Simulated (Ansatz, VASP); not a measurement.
## Cs: VASP beside Ansatz

INCAR

```
SYSTEM = Cs
PREC = Accurate
ENCUT = 520
EDIFF = 1E-7
ISMEAR = -1
SIGMA = 0.05
LREAL = .False.
LASPH = .True.
NELM = 80
ALGO = Normal
ISIF = 2
LWAVE = .False.
LCHARG = .False.
GGA = PE
NBANDS = 10
```

The input KPOINTS:

```
regular mesh
0
Gamma
  6 6 6
  0 0 0
```

The input POSCAR:

```
Cs
1.0
   -3.1491839769      3.1491839769      3.1491839769
    3.1491839769     -3.1491839769      3.1491839769
    3.1491839769      3.1491839769     -3.1491839769
Cs
1
Direct
    0.0000000000      0.0000000000      0.0000000000
```

input.yaml

```yaml
crystal:
  lattice:
    - [-3.1491839769, 3.1491839769, 3.1491839769]
    - [3.1491839769, -3.1491839769, 3.1491839769]
    - [3.1491839769, 3.1491839769, -3.1491839769]
  atoms:
    - { symbol: Cs, position: [0.0, 0.0, 0.0] }
hamiltonian:
  xc: pbe
  pseudopotentials: { kind: paw }
kpoints:
  mp_grid: { grid: [6, 6, 6] }
scf:
  occupations: { method: fermi_dirac, width: 0.05 }
output:
  forces: true
  stress: true
  eigenvalues: true
```

Change from the starting cell: volume scaled by 1.02.

Alike in both runs: task single point; functional PBE; k mesh 6 × 6 × 6; occupations fermi-dirac, width 0.05 eV; no spin polarisation.

|  | VASP | Ansatz |
| --- | --- | --- |
| version | VASP 6.6.1 | Ansatz 0.2.0 |
| potentials or method | VASP PAW PBE potentials, release 64 (Cs_sv) | Ansatz PAW |
| plane-wave cutoff (eV) | 520 | 420 |
| valence electrons in the cell | 9 | 9 |

```csv
,VASP,Ansatz,Ansatz less VASP
gap on the k mesh at the Fermi level (eV),none,none,-
pressure (GPa),-0.1,-0.1,+0.01
```

A gap of «none» marks a metal or a gap that the smearing closes.

Spin-orbit coupling is left out, which matters for the levels of Cs.
